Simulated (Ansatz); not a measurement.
# InCuS2, pressure series

The parent structure is InCuS₂ in the chalcopyrite structure (space group I-42d, No. 122; a = 5.577 Å, c = 11.234 Å).

Cell and atoms are relaxed at each pressure.

The values are results of Kohn–Sham DFT with the PBE functional, run in Ansatz (an electronic-structure program) with PAW and 420 eV plane waves, without spin-orbit coupling, not measurements.

Notes on the quantities. enthalpy: H = E + PV relative to the base's energy.

| variant | shortest interatomic distance | density | enthalpy |
|---|---|---|---|
| base | 2.328 Å | 4.61 g/cm³ | – |
| pressure −2 GPa | 2.359 Å | 4.46 g/cm³ | -0.28 eV/atom |
| pressure −1 GPa | 2.343 Å | 4.54 g/cm³ | -0.14 eV/atom |
| pressure 0.9 GPa | 2.316 Å | 4.67 g/cm³ | +0.12 eV/atom |
| pressure 2.1 GPa | 2.302 Å | 4.75 g/cm³ | +0.28 eV/atom |
| pressure 9 GPa | 2.236 Å | 5.13 g/cm³ | +1.16 eV/atom |
| pressure 15 GPa | 2.195 Å | 5.40 g/cm³ | +1.87 eV/atom |
| pressure 22.5 GPa | 2.154 Å | 5.68 g/cm³ | +2.72 eV/atom |
| pressure 30 GPa | 2.122 Å | 5.93 g/cm³ | +3.54 eV/atom |

Load acts through the strain it causes; cell and atoms are relaxed under it. Whether these cells are dynamically stable was not tested. Competing high-pressure phases were not computed. All final runs are without spin polarisation.
